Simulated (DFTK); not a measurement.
The system is Pt.

```
CELL_PARAMETERS angstrom
-1.58422 1.58422 1.58422
1.58422 -1.58422 1.58422
1.58422 1.58422 -1.58422
ATOMIC_POSITIONS crystal
Pt 0.00000 0.00000 0.00000
```

This isn't the form of Pt at room conditions, which is fcc.

Base run:

```yaml
Program: DFTK 0.8.2
Functional: PBE
Potentials_or_basis: dojo.nc.sr.pbe.v0_4_1.standard.upf (PBE)
Cutoff: 1143 eV
k_mesh: 12 × 12 × 12
Occupations: fermi-dirac, width 0.05 eV
Spin: no spin polarisation
```

Its results: band gap on the k mesh none (metal or under the smearing width); pressure -1.9 GPa.

**Question.** The run is repeated on the same cell with these changes: functional from PBE to PBEsol; potentials or basis from dojo.nc.sr.pbe.v0_4_1.standard.upf (PBE) to dojo.nc.sr.pbesol.v0_4_1.standard.upf (PBEsol). What comes out?

**Answer.** Band gap on the k mesh none (metal or under the smearing width); pressure -11.7 GPa.
